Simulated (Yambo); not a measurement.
A run of Yambo 5.3.0 is set up as follows.

hf1.in

```
rim_cut
HF_and_locXC
RandQpts= 1000000
RandGvec= 50 RL
EXXRLvcs= 76 Ry
VXCRLvcs= 76 Ry
% QPkrange
 1 | 10 | 17 | 24 |
%
```

scf.in

```
&CONTROL
  calculation = 'scf'
  prefix = 'pwscf'
  outdir = './tmp'
  pseudo_dir = './pseudo'
/
&SYSTEM
  ibrav = 0
  nat = 1
  ntyp = 1
  ecutwfc = 76
  nbnd = 32
  occupations = 'smearing'
  smearing = 'fd'
  degauss = 0.00367493
  noncolin = .true.
  lspinorb = .true.
  force_symmorphic = .true.
/
&ELECTRONS
  conv_thr = 2d-10
  electron_maxstep = 120
  mixing_beta = 0.5
/
ATOMIC_SPECIES
Au   196.9666 Au.upf
CELL_PARAMETERS bohr
   0.0000000000    3.7401804549    3.7401804549
   3.7401804549    0.0000000000    3.7401804549
   3.7401804549    3.7401804549    0.0000000000
ATOMIC_POSITIONS bohr
Au     0.0000000000    0.0000000000    0.0000000000
K_POINTS automatic
5 5 5 0 0 0
```

File nscf.in:

```
&CONTROL
  calculation = 'nscf'
  prefix = 'pwscf'
  outdir = './tmp'
  pseudo_dir = './pseudo'
/
&SYSTEM
  ibrav = 0
  nat = 1
  ntyp = 1
  ecutwfc = 76
  nbnd = 99
  occupations = 'smearing'
  smearing = 'fd'
  degauss = 0.00367493
  noncolin = .true.
  lspinorb = .true.
  force_symmorphic = .true.
/
&ELECTRONS
  conv_thr = 1d-08
  diago_full_acc = .true.
  diago_thr_init = 1d-06
/
ATOMIC_SPECIES
Au   196.9666 Au.upf
CELL_PARAMETERS bohr
   0.0000000000    3.7401804549    3.7401804549
   3.7401804549    0.0000000000    3.7401804549
   3.7401804549    3.7401804549    0.0000000000
ATOMIC_POSITIONS bohr
Au     0.0000000000    0.0000000000    0.0000000000
K_POINTS automatic
5 5 5 0 0 0
```

Potentials or basis: PseudoDojo 0.4 FR PBE standard.

The run is started by

```bash
$ OMP_NUM_THREADS=1 pw.x -in scf.in > scf.out
$ OMP_NUM_THREADS=1 pw.x -in nscf.in > nscf.out
$ cd tmp/pwscf.save; p2y; mv SAVE ../..; cd ../..
$ OMP_NUM_THREADS=1 yambo
$ mkdir -p hf1; ln -s $PWD/g0w00/ndb.RIM hf1/
$ OMP_NUM_THREADS=1 yambo -F hf1.in -J hf1 -C hf1_out
```

Task: Predict the band gap on the k mesh, mean-field level.

Result: None (metal or under the smearing width).

Quasiparticle terms (eV):
```csv
k point,band,Kohn-Sham level,Vxc,Σx,Σc,Z,result
"(0.000, 0.000, 0.000)",17,-1.97,-22.37,-27.68,-,-,-7.29
"(0.000, 0.000, 0.000)",18,-1.97,-22.37,-27.68,-,-,-7.29
"(0.000, 0.000, 0.000)",19,-1.97,-22.37,-27.68,-,-,-7.29
"(0.000, 0.000, 0.000)",20,-1.97,-22.37,-27.68,-,-,-7.29
"(0.000, 0.000, 0.000)",21,15.52,-11.92,-5.97,-,-,21.47
"(0.000, 0.000, 0.000)",22,15.52,-11.92,-5.97,-,-,21.47
"(0.000, 0.000, 0.000)",23,19.32,-12.68,-5.89,-,-,26.11
"(0.000, 0.000, 0.000)",24,19.32,-12.68,-5.89,-,-,26.11
"(0.000, 0.000, 0.200)",17,-2.27,-22.15,-27.44,-,-,-7.56
"(0.000, 0.000, 0.200)",18,-2.27,-22.15,-27.44,-,-,-7.56
"(0.000, 0.000, 0.200)",19,-1.77,-22.23,-27.32,-,-,-6.86
"(0.000, 0.000, 0.200)",20,-1.77,-22.23,-27.32,-,-,-6.86
"(0.000, 0.000, 0.200)",21,14.70,-14.22,-7.79,-,-,21.13
"(0.000, 0.000, 0.200)",22,14.70,-14.22,-7.79,-,-,21.13
"(0.000, 0.000, 0.200)",23,16.92,-12.58,-6.38,-,-,23.12
"(0.000, 0.000, 0.200)",24,16.92,-12.58,-6.38,-,-,23.12
"(0.000, 0.000, 0.400)",17,-1.15,-21.27,-25.26,-,-,-5.14
"(0.000, 0.000, 0.400)",18,-1.15,-21.27,-25.26,-,-,-5.14
"(0.000, 0.000, 0.400)",19,-0.66,-23.08,-27.45,-,-,-5.03
"(0.000, 0.000, 0.400)",20,-0.66,-23.08,-27.45,-,-,-5.03
```

Caveat: the k mesh is coarse (spacing up to 0.55 Å⁻¹), so the values aren't converged.
